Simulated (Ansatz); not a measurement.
**Residual resistivity of an alloy: Au(111) with 4 layers of random Au-Ru, 2x2**

Aim: the residual resistivity of a random alloy, from Au(111) with 4 layers of random Au-Ru, 2x2 and longer regions.

Method: Ansatz plane-wave DFT, PBE, PAW files; ballistic transport by layer matching (Landauer), zero bias; PAW set soft_1, in Ansatz 0.2.0.

## (1) The starting structure

The cell holds 40 atoms: 28 Au and 12 Ru. Cell: a = 5.768 Å, b = 5.768 Å, c = 23.605 Å, α = 93.5°, β = 86.5°, γ = 120.0°. It derives from Au. Regions: lead, 24 atoms (24 Au); scattering region, 16 atoms (12 Ru and 4 Au). The structure is stacked along c, and the current runs across the ab planes.

## (2) With 4 alloy layers

In 4 layers a share of 0.75 of the sites is given to Ru at random. The layers about the cell's end stay perfect and serve as the lead. Disorder leaves little or no symmetry, which makes such runs dear. Energies from -0.05 to 0.05 eV in steps of 0.05 eV are too few for the program's thermal sum, so it prints no conductance; for a metal the transmission near the Fermi level serves, at a fraction of the cost.

input.yaml reads:

```yaml
crystal:
  lattice:
    - [5.7675164607, 0.0, 0.0]
    - [-2.8837582304, 4.9948157718, 0.0]
    - [1.4418791152, -0.8324692953, 23.5457873532]
  atoms:
    - { symbol: Au, position: [0.9916666667, 0.0083333333, 0.05] }
    - { symbol: Au, position: [0.9916666667, 0.5083333333, 0.05] }
    - { symbol: Au, position: [0.4916666667, 0.0083333333, 0.05] }
    - { symbol: Au, position: [0.4916666667, 0.5083333333, 0.05] }
    - { symbol: Au, position: [0.1416666667, 0.3583333333, 0.15] }
    - { symbol: Au, position: [0.1416666667, 0.8583333333, 0.15] }
    - { symbol: Au, position: [0.6416666667, 0.3583333333, 0.15] }
    - { symbol: Au, position: [0.6416666667, 0.8583333333, 0.15] }
    - { symbol: Au, position: [0.2916666667, 0.2083333333, 0.25] }
    - { symbol: Au, position: [0.2916666667, 0.7083333333, 0.25] }
    - { symbol: Au, position: [0.7916666667, 0.2083333333, 0.25] }
    - { symbol: Au, position: [0.7916666667, 0.7083333333, 0.25] }
    - { symbol: Ru, position: [0.9416666667, 0.0583333333, 0.35] }
    - { symbol: Au, position: [0.9416666667, 0.5583333333, 0.35] }
    - { symbol: Ru, position: [0.4416666667, 0.0583333333, 0.35] }
    - { symbol: Ru, position: [0.4416666667, 0.5583333333, 0.35] }
    - { symbol: Ru, position: [0.0916666667, 0.4083333333, 0.45] }
    - { symbol: Au, position: [0.0916666667, 0.9083333333, 0.45] }
    - { symbol: Ru, position: [0.5916666667, 0.4083333333, 0.45] }
    - { symbol: Ru, position: [0.5916666667, 0.9083333333, 0.45] }
    - { symbol: Ru, position: [0.2416666667, 0.2583333333, 0.55] }
    - { symbol: Ru, position: [0.2416666667, 0.7583333333, 0.55] }
    - { symbol: Au, position: [0.7416666667, 0.2583333333, 0.55] }
    - { symbol: Ru, position: [0.7416666667, 0.7583333333, 0.55] }
    - { symbol: Ru, position: [0.8916666667, 0.1083333333, 0.65] }
    - { symbol: Ru, position: [0.8916666667, 0.6083333333, 0.65] }
    - { symbol: Au, position: [0.3916666667, 0.1083333333, 0.65] }
    - { symbol: Ru, position: [0.3916666667, 0.6083333333, 0.65] }
    - { symbol: Au, position: [0.0416666667, 0.4583333333, 0.75] }
    - { symbol: Au, position: [0.0416666667, 0.9583333333, 0.75] }
    - { symbol: Au, position: [0.5416666667, 0.4583333333, 0.75] }
    - { symbol: Au, position: [0.5416666667, 0.9583333333, 0.75] }
    - { symbol: Au, position: [0.1916666667, 0.3083333333, 0.85] }
    - { symbol: Au, position: [0.1916666667, 0.8083333333, 0.85] }
    - { symbol: Au, position: [0.6916666667, 0.3083333333, 0.85] }
    - { symbol: Au, position: [0.6916666667, 0.8083333333, 0.85] }
    - { symbol: Au, position: [0.8416666667, 0.1583333333, 0.95] }
    - { symbol: Au, position: [0.8416666667, 0.6583333333, 0.95] }
    - { symbol: Au, position: [0.3416666667, 0.1583333333, 0.95] }
    - { symbol: Au, position: [0.3416666667, 0.6583333333, 0.95] }
kpoints:
  mp_grid: { grid: [5, 5, 1] }
hamiltonian:
  xc: pbe
  pseudopotentials: { kind: paw, azcp: { folder: soft_1 } }
scf:
  occupations: { method: fermi_dirac, width: 0.1 }
output:
  transmission:
    leads: [[0, 4]]
    kmesh: [10, 10]
    e_range: [-0.05, 0.05]
    de: 0.05
  write_potential: true
  write_density: true
  volumetric_format: npy
```

Started as:

```console
ansatz run input.yaml --threads 4 --pin off --max-ram 15360MiB --backend cpu --events-out ev --progress --plain --runs-dir out
```

Numbers of over 12 decimals in the logs are rounded to 6 here.

Output:

```text
Engine: ansatz 0.2.0, aarch64-unknown-linux-gnu
Pseudopotentials: kind: paw
Pseudopotential: Au, paw, valence charge 19, recommended cutoff 420 eV (normal), soft_1/Au.paw.azcp
Pseudopotential: Ru, paw, valence charge 16, recommended cutoff 420 eV (normal), soft_1/Ru.paw.azcp
Functional definition: PBE
  parameter kappa = 0.804
  parameter beta = 0.066725
  exchange = pbe_x(kappa = kappa, mu = beta*pi^2/3)
  correlation = pbe_c(beta = beta)
Crystal: 40 atoms, lattice volume = 678.300 Å³
Basis set: ecut = 420 eV, 13321 PW (Γ)
Bands: 435, of which v1, the nominal top of the filled ones, is band 362 counted from 1 (361 counted from 0)
Symmetry: 2 space group operations
Space group: C2 (ITA 5), of the structure as read, at distance tolerance 8.8e-5 Å
k-points: 9 of 25 (time reversal used)
Non-local potential: Au, projectors of the file, l = 0: 3, l = 1: 2, l = 2: 2, l = 3: 1
Non-local potential: Ru, projectors of the file, l = 0: 3, l = 1: 2, l = 2: 2, l = 3: 1
PAW form: soft (Blöchl's): semilocal exchange-correlation on the pseudo side does not see the compensation charge
PAW one-centre angular grid: Au, 590 points (default); XC on 64 Gauss nodes
PAW one-centre angular grid: Ru, 590 points (default); XC on 64 Gauss nodes
Initial density: superposition of atomic densities (chi_scale 0.1, normalization cell, long waves of neutral atoms (reshape's long-wave potential 12.28 eV rms, cloud 2.82 Å wide))
Initial wavefunctions: pseudopotential atomic-orbital guess
Functional: x = pbe(κ = 0.804, μ = 0.219515), c = pbe(β = 0.066725)
SCF iter   1: F=—  HF=-438833.507278 eV  |F-HF|=—  |Δ(HF+E_count)|=         —  Δρ=2.09e-1  dr2=5.51e3  ethr=3.10e-3  ⟨swp⟩=4.0  Hψ=11479  notcnv=0  defer=194
preconditioner: auto → Kerker (q_TF=auto, 2.758 Å⁻¹)  [metal: Δε(μ)=0.003 eV  Ē_g=7.766 eV  σ=0.100 eV  W_gap=0.01  n_scr=254 (ndim 8)  ℏωp=28.7 eV  f_vac=0.000  D(μ)=64.22/eV (n_scr^D=806)]
SCF iter   2: F=—  HF=-438785.806839 eV  |F-HF|=—  |Δ(HF+E_count)|=    4.77e1  Δρ=6.80e-2  dr2=6.81e2  ethr=3.10e-3  ⟨swp⟩=2.7  Hψ=6510  notcnv=0  defer=361
SCF iter   3: F=—  HF=-438774.090798 eV  |F-HF|=—  |Δ(HF+E_count)|=    1.17e1  Δρ=3.19e-2  dr2=2.99e2  ethr=3.10e-3  ⟨swp⟩=2.6  Hψ=6691  notcnv=0  defer=365
SCF iter   4: F=—  HF=-438769.923131 eV  |F-HF|=—  |Δ(HF+E_count)|=    4.17e0  Δρ=1.89e-2  dr2=1.24e2  ethr=3.10e-3  ⟨swp⟩=2.4  Hψ=4404  notcnv=0  defer=358
SCF iter   5: F=—  HF=-438768.522899 eV  |F-HF|=—  |Δ(HF+E_count)|=    1.40e0  Δρ=8.36e-3  dr2=1.52e1  ethr=3.10e-3  ⟨swp⟩=2.0  Hψ=4420  notcnv=0  defer=355
SCF iter   6: F=—  HF=-438768.291682 eV  |F-HF|=—  |Δ(HF+E_count)|=   2.31e-1  Δρ=2.56e-3  dr2=8.80e-1  ethr=2.10e-3  ⟨swp⟩=1.7  Hψ=4126  notcnv=0  defer=342
SCF iter   7: F=—  HF=-438768.261822 eV  |F-HF|=—  |Δ(HF+E_count)|=   2.99e-2  Δρ=7.68e-4  dr2=4.12e-2  ethr=1.22e-4  ⟨swp⟩=1.1  Hψ=3768  notcnv=0  defer=347
SCF iter   8: F=—  HF=-438768.258611 eV  |F-HF|=—  |Δ(HF+E_count)|=   3.21e-3  Δρ=2.43e-4  dr2=1.93e-3  ethr=5.69e-6  ⟨swp⟩=1.1  Hψ=3579  notcnv=0  defer=347
SCF iter   9: F=—  HF=-438768.258511 eV  |F-HF|=—  |Δ(HF+E_count)|=   1.00e-4  Δρ=8.94e-5  dr2=5.17e-4  ethr=2.67e-7  ⟨swp⟩=2.1  Hψ=4696  notcnv=0  defer=347
SCF iter  10: F=—  HF=-438768.258473 eV  |F-HF|=—  |Δ(HF+E_count)|=   3.83e-5  Δρ=3.13e-5  dr2=3.94e-5  ethr=7.14e-8  ⟨swp⟩=1.0  Hψ=3567  notcnv=0  defer=347
SCF iter  11: F=—  HF=-438768.258877 eV  |F-HF|=—  |Δ(HF+E_count)|=   4.04e-4  Δρ=1.15e-5  dr2=1.14e-5  ethr=5.44e-9  ⟨swp⟩=1.0  Hψ=3762  notcnv=0  defer=347
SCF iter  12: F=—  HF=-438768.258877 eV  |F-HF|=—  |Δ(HF+E_count)|=   3.22e-7  Δρ=3.88e-6  dr2=5.67e-7  ethr=1.57e-9  ⟨swp⟩=1.0  Hψ=3567  notcnv=0  defer=347
SCF iter  13: F=-438768.258876 eV  HF=-438768.258876 eV  |F-HF|=2.85e-8  |Δ(HF+E_count)|=   2.77e-8  Δρ=1.03e-6  dr2=3.26e-8  ethr=1.38e-11  ⟨swp⟩=9.3  Hψ=13602  notcnv=0
SCF 1 converged in 13 iterations: F = -438768.258876 eV  dr2 = 3.26e-8
  greatest PAW one-centre occupation: 1.000 electrons in one spin orbital (limit 2), on the Au atom at site 22 (counted from 0), in its partial waves of l = 0
transmission: 183 of 1768 steps passed
transmission: 360 of 1768 steps passed
[...]
transmission: 1768 of 1768 steps passed
SCF converged after 13 iterations
Free energy (F): -438768.258876 eV
Harris-Foulkes:  -438768.258876 eV  (|F-HF|=2.85e-8)
Internal energy: -438767.041039 eV  (E = F + TS)
E sigma→0 (E₀):  -438767.649958 eV
Entropy (-TS):   -1.217838 eV (-30.446 meV/atom)
Fermi energy:    19.739955 eV
--- Per-component energies (eV) ---
  E_band       = -7505.919198
  E_kinetic    = 21631.069101
  E_local      = -71545.837681  (includes V_loc(G=0)·N_el)
  E_nonlocal   = 7709.965503
  E_hartree    = 29541.143056
  E_xc         = -8040.955741
  E_vxc        = -9864.080130  (∫ρ·V_xc dr)
  E_paw        = -314499.584578  (= ΣΔE_a)
  E_vpaw       = -14519.364124  (= ΣTr[D̂ρ^β])
  E_aug_tail   = 0.055348  (compensation charges beyond the density's cutoff)
  E_ewald      = -103562.896047
  E_smearing   = -1.217838  (= −TS)
  E_closure    = -0.000000  (closes the sum)
  Σ components = -438768.258876   (vs F -438768.258876, Δ=0.00e0)
--- Band table (eV; the first three rows and the last of 9) ---
  k-point 0: bands = [... 358 lower, 20.0118, 20.0503, 20.1554, 20.1955, 20.2008, 20.2420, 20.2540, 20.2904, ... 69 higher]
  k-point 1: bands = [... 358 lower, 19.7689, 19.7894, 19.8495, 19.9053, 19.9336, 19.9806, 19.9947, 20.0490, ... 69 higher]
  k-point 2: bands = [... 358 lower, 19.4871, 19.5338, 19.5526, 19.5978, 19.6266, 19.6657, 19.6914, 19.7778, ... 69 higher]
  k-point 8: bands = [... 358 lower, 19.4672, 19.5327, 19.5552, 19.5696, 19.6055, 19.6198, 19.6415, 19.7821, ... 69 higher]
--- Transmission ---
  basis      : 253 plane waves across, 34 finite elements along
  points     : 52, standing for a mesh of 10 x 10
  energies   : 3 from -0.050000 to 0.050000 eV about the Fermi level, 0.050000 eV apart; the leads are filled to 0.000000 eV, and channels, transmission and decay are at 0.000000 eV
  crystal 0  : Au4, at the sites [0, 4], period 2.3546 Å, over 14.13 Å; its Hamiltonian steps by up to 20.1 meV
    offset         : up to 0.0000 Å between an atom of the period and one for which it stands
    channels       : 3.210000e0 a spin
    conductance    : none, the energies end too early or step too widely for 300 K: set another output.transmission.e_range or a lower de, or, where they end at an eighth of basis.ecutwfc, a higher one
  junction   : crystal 0 to crystal 0, 0.70 to 21.89 Å
    transmission   : 1.624065e0 a spin
    conductance    : none, the energies end too early or step too widely for 300 K: set another output.transmission.e_range or a lower de, or, where they end at an eighth of basis.ecutwfc, a higher one
```

It took 9.3 min on 4 threads of Arm Neoverse V2, shared host; peak memory 5.8 GiB; 32 min of CPU time.

Numbers from this step:

```
free energy                                    : -438768.2589 eV
energy at zero smearing                        : -438767.6500 eV
Fermi energy                                   : 19.74 eV
cell area                                      : 28.81 Å²
transmission per spin nearest the Fermi level  : 1.624
open channels per spin nearest the Fermi level : 3.21
step of the lead's potential                   : 20.1 meV
```

Per spin. The transmission, zone mean by energy, zero at the Fermi level:

```csv
energy (eV),"transmission, zone mean"
-0.0500,1.63
0.0000,1.62
0.0500,1.55
```

Per spin. The open channels, zone mean, lead stays at 3.21 for energy from -0.05 to 0.05 eV.

Open channels over k1 and k2. At 0.0000 eV from the Fermi level.

Ten even steps from '_' (3.00) to '@' (4.00):
```
__@@______@@________
____@@____@@________
______@@__@@________
____________________
@@@@@@@@______@@@@@@
____________________
__________@@__@@____
__________@@____@@__
__________@@______@@
@@________@@________
```
Columns: k1 (b1) from -0.5 to 0.4; rows upwards: k2 (b2) from -0.5 to 0.4.

Over the solved energies the transmission per spin lies between 1.55 and 1.63, out of 3.21 channels of the lead on average (up to 3.21).

## (3) With 8 alloy layers

In 8 layers a share of 0.75 of the sites is given to Ru at random. A fresh draw is used; the growth of the resistance with length is what counts.

System of this step: Au(111) with 8 layers of random Au-Ru, 2x2. The cell holds 56 atoms: 32 Au and 24 Ru. Cell: a = 5.768 Å, b = 5.768 Å, c = 33.006 Å, α = 87.5°, β = 92.5°, γ = 120.0°. It derives from Au. Regions: lead, 24 atoms (24 Au); scattering region, 32 atoms (8 Au and 24 Ru). The structure is stacked along c, and the current runs across the ab planes.

input.yaml reads:

```yaml
crystal:
  lattice:
    - [5.7675164607, 0.0, 0.0]
    - [-2.8837582304, 4.9948157718, 0.0]
    - [-1.4418791152, 0.8324692953, 32.9641022945]
  atoms:
    - { symbol: Au, position: [0.005952381, 0.994047619, 0.0357142857] }
    - { symbol: Au, position: [0.005952381, 0.494047619, 0.0357142857] }
    - { symbol: Au, position: [0.505952381, 0.994047619, 0.0357142857] }
    - { symbol: Au, position: [0.505952381, 0.494047619, 0.0357142857] }
    - { symbol: Au, position: [0.1845238095, 0.3154761905, 0.1071428571] }
    - { symbol: Au, position: [0.1845238095, 0.8154761905, 0.1071428571] }
    - { symbol: Au, position: [0.6845238095, 0.3154761905, 0.1071428571] }
    - { symbol: Au, position: [0.6845238095, 0.8154761905, 0.1071428571] }
    - { symbol: Au, position: [0.3630952381, 0.1369047619, 0.1785714286] }
    - { symbol: Au, position: [0.3630952381, 0.6369047619, 0.1785714286] }
    - { symbol: Au, position: [0.8630952381, 0.1369047619, 0.1785714286] }
    - { symbol: Au, position: [0.8630952381, 0.6369047619, 0.1785714286] }
    - { symbol: Au, position: [0.0416666667, 0.9583333333, 0.25] }
    - { symbol: Ru, position: [0.0416666667, 0.4583333333, 0.25] }
    - { symbol: Ru, position: [0.5416666667, 0.9583333333, 0.25] }
    - { symbol: Ru, position: [0.5416666667, 0.4583333333, 0.25] }
    - { symbol: Ru, position: [0.2202380952, 0.2797619048, 0.3214285714] }
    - { symbol: Ru, position: [0.2202380952, 0.7797619048, 0.3214285714] }
    - { symbol: Ru, position: [0.7202380952, 0.2797619048, 0.3214285714] }
    - { symbol: Au, position: [0.7202380952, 0.7797619048, 0.3214285714] }
    - { symbol: Ru, position: [0.3988095238, 0.1011904762, 0.3928571429] }
    - { symbol: Ru, position: [0.3988095238, 0.6011904762, 0.3928571429] }
    - { symbol: Ru, position: [0.8988095238, 0.1011904762, 0.3928571429] }
    - { symbol: Au, position: [0.8988095238, 0.6011904762, 0.3928571429] }
    - { symbol: Ru, position: [0.0773809524, 0.9226190476, 0.4642857143] }
    - { symbol: Ru, position: [0.0773809524, 0.4226190476, 0.4642857143] }
    - { symbol: Au, position: [0.5773809524, 0.9226190476, 0.4642857143] }
    - { symbol: Ru, position: [0.5773809524, 0.4226190476, 0.4642857143] }
    - { symbol: Ru, position: [0.255952381, 0.244047619, 0.5357142857] }
    - { symbol: Ru, position: [0.255952381, 0.744047619, 0.5357142857] }
    - { symbol: Ru, position: [0.755952381, 0.244047619, 0.5357142857] }
    - { symbol: Ru, position: [0.755952381, 0.744047619, 0.5357142857] }
    - { symbol: Au, position: [0.4345238095, 0.0654761905, 0.6071428571] }
    - { symbol: Ru, position: [0.4345238095, 0.5654761905, 0.6071428571] }
    - { symbol: Au, position: [0.9345238095, 0.0654761905, 0.6071428571] }
    - { symbol: Ru, position: [0.9345238095, 0.5654761905, 0.6071428571] }
    - { symbol: Ru, position: [0.1130952381, 0.8869047619, 0.6785714286] }
    - { symbol: Ru, position: [0.1130952381, 0.3869047619, 0.6785714286] }
    - { symbol: Ru, position: [0.6130952381, 0.8869047619, 0.6785714286] }
    - { symbol: Ru, position: [0.6130952381, 0.3869047619, 0.6785714286] }
    - { symbol: Ru, position: [0.2916666667, 0.2083333333, 0.75] }
    - { symbol: Ru, position: [0.2916666667, 0.7083333333, 0.75] }
    - { symbol: Au, position: [0.7916666667, 0.2083333333, 0.75] }
    - { symbol: Au, position: [0.7916666667, 0.7083333333, 0.75] }
    - { symbol: Au, position: [0.4702380952, 0.0297619048, 0.8214285714] }
    - { symbol: Au, position: [0.4702380952, 0.5297619048, 0.8214285714] }
    - { symbol: Au, position: [0.9702380952, 0.0297619048, 0.8214285714] }
    - { symbol: Au, position: [0.9702380952, 0.5297619048, 0.8214285714] }
    - { symbol: Au, position: [0.1488095238, 0.8511904762, 0.8928571429] }
    - { symbol: Au, position: [0.1488095238, 0.3511904762, 0.8928571429] }
    - { symbol: Au, position: [0.6488095238, 0.8511904762, 0.8928571429] }
    - { symbol: Au, position: [0.6488095238, 0.3511904762, 0.8928571429] }
    - { symbol: Au, position: [0.3273809524, 0.1726190476, 0.9642857143] }
    - { symbol: Au, position: [0.3273809524, 0.6726190476, 0.9642857143] }
    - { symbol: Au, position: [0.8273809524, 0.1726190476, 0.9642857143] }
    - { symbol: Au, position: [0.8273809524, 0.6726190476, 0.9642857143] }
kpoints:
  mp_grid: { grid: [5, 5, 1] }
hamiltonian:
  xc: pbe
  pseudopotentials: { kind: paw, azcp: { folder: soft_1 } }
scf:
  occupations: { method: fermi_dirac, width: 0.1 }
output:
  transmission:
    leads: [[0, 4]]
    kmesh: [10, 10]
    e_range: [-0.05, 0.05]
    de: 0.05
  write_potential: true
  write_density: true
  volumetric_format: npy
```

Output:

```text
[...]
Crystal: 56 atoms, lattice volume = 949.619 Å³
Basis set: ecut = 420 eV, 18659 PW (Γ)
Bands: 596, of which v1, the nominal top of the filled ones, is band 496 counted from 1 (495 counted from 0)
Symmetry: 1 space group operations
[...]
k-points: 13 of 25 (time reversal used)
[...]
SCF iter   1: F=—  HF=-562002.717344 eV  |F-HF|=—  |Δ(HF+E_count)|=         —  Δρ=2.17e-1  dr2=1.22e4  ethr=3.10e-3  ⟨swp⟩=4.0  Hψ=22360  notcnv=0  defer=321
[...]
SCF iter  15: F=-561909.393895 eV  HF=-561909.393895 eV  |F-HF|=2.50e-8  |Δ(HF+E_count)|=   6.64e-9  Δρ=5.48e-7  dr2=2.59e-8  ethr=1.01e-11  ⟨swp⟩=9.1  Hψ=24348  notcnv=0
SCF 1 converged in 15 iterations: F = -561909.393895 eV  dr2 = 2.59e-8
[...]
transmission: 286 of 2860 steps passed
transmission: 572 of 2860 steps passed
[...]
transmission: 2860 of 2860 steps passed
SCF converged after 15 iterations
Free energy (F): -561909.393895 eV
[...]
Internal energy: -561907.357917 eV  (E = F + TS)
E sigma→0 (E₀):  -561908.375906 eV
Entropy (-TS):   -2.035979 eV (-36.357 meV/atom)
Fermi energy:    19.351520 eV
[...]
--- Band table (eV; the first three rows and the last of 13) ---
  k-point 0: bands = [... 492 lower, 19.6758, 19.7079, 19.7384, 19.7464, 19.7805, 19.8011, 19.8128, 19.8522, ... 96 higher]
  k-point 1: bands = [... 492 lower, 19.4556, 19.5005, 19.5228, 19.5522, 19.5846, 19.5959, 19.6186, 19.6427, ... 96 higher]
  k-point 2: bands = [... 492 lower, 19.1026, 19.1321, 19.1509, 19.1786, 19.1921, 19.2237, 19.2610, 19.2755, ... 96 higher]
  k-point 12: bands = [... 492 lower, 19.2421, 19.2616, 19.2877, 19.3287, 19.3458, 19.3867, 19.4074, 19.4160, ... 96 higher]
--- Transmission ---
  basis      : 253 plane waves across, 55 finite elements along
  points     : 52, standing for a mesh of 10 x 10
[...]
channels       : 3.210000e0 a spin
[...]
junction   : crystal 0 to crystal 0, 0.70 to 31.31 Å
    transmission   : 1.367927e0 a spin
[...]
```

Wall time 18 min (4 threads); peak memory 11 GiB.

This step gave:

* free energy: -561909.3939 eV
* energy at zero smearing: -561908.3759 eV
* Fermi energy: 19.35 eV
* transmission per spin nearest the Fermi level: 1.368
* step of the lead's potential: 14.9 meV

Per spin. Transmission, zone mean against energy, zero at the Fermi level:

```csv
energy (eV),"transmission, zone mean"
-0.0500,1.30
0.0000,1.37
0.0500,1.41
```

Over the solved energies the transmission per spin lies between 1.30 and 1.41, out of 3.21 channels of the lead on average (up to 3.21).

(Continued in part 2 of 2.)

[Logs are printed without paths, hosts, clocks, repeated set-up lines and the standing remarks that a program may print on its own settings, such as how far it seeks lower states.]

[Hosts, paths, dates, database ids (printed as entryN), source tags and the programs' standing remarks are cut or masked in the printed files.]
